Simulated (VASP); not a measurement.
Runs of VASP 6.6.1 on Pb. It takes space group Im-3m (No. 229, cubic). Conventional cell: a = 3.959 Å, b = 3.959 Å, c = 3.959 Å, α = 90.00°, β = 90.00°, γ = 90.00°. Pb (site symmetry m-3m) has 8 Pb at 3.43 Å as nearest neighbours. This isn't the form of Pb at room conditions, which is fcc.

```tsv
task	level	potentials or basis	spin	k mesh	cutoff (eV)	smearing	grid for exact exchange (PRECFOCK)	mesh quality	gap on the mesh (eV)	pressure (GPa)
single point	PBEsol	VASP PAW PBE potentials, release 64 (Pb)	off	9 × 9 × 9	500	gaussian 0.02 eV	-	not flagged	none	-2.2
optical spectrum	vdW-DF-cx	VASP PAW PBE potentials, release 64 (Pb_d_GW)	SOC, no magnetisation	7 × 7 × 7	600	fermi-dirac 0.02 eV	-	not flagged	-	-1.4
density of states	LAK	VASP PAW PBE potentials, release 64 (Pb_d)	off	9 × 9 × 9	520	tetrahedron	-	not flagged	none	(a)
single point	HSE03+D4	VASP PAW PBE potentials, release 64 (Pb_d)	off	5 × 5 × 5	520	methfessel-paxton 0.1 eV	Normal	coarse	none	-0.2
```

Alike in all rows: cell as given.

**Question.** Fill in the values left out.

**Answer.** (a) 5.3.

Caveats: some runs use coarse meshes; the PAW data sets were made with another functional, which shifts forces and pressure a little; spectra need much finer meshes, so this one isn't converged (some runs); independent-particle spectra lack excitons (some runs); tetrahedron occupations give inexact forces and stress in metals (some runs); pairwise dispersion overbinds metals, which lowers pressure and volume (some runs).

A k mesh can miss the band edges, and rows without SOC leave out spin-orbit coupling on Pb.

A gap of «none» marks a metal or a gap under the smearing width.

The runs don't all hold the same shells in valence.

Runs at the PBE level aren't shown here.
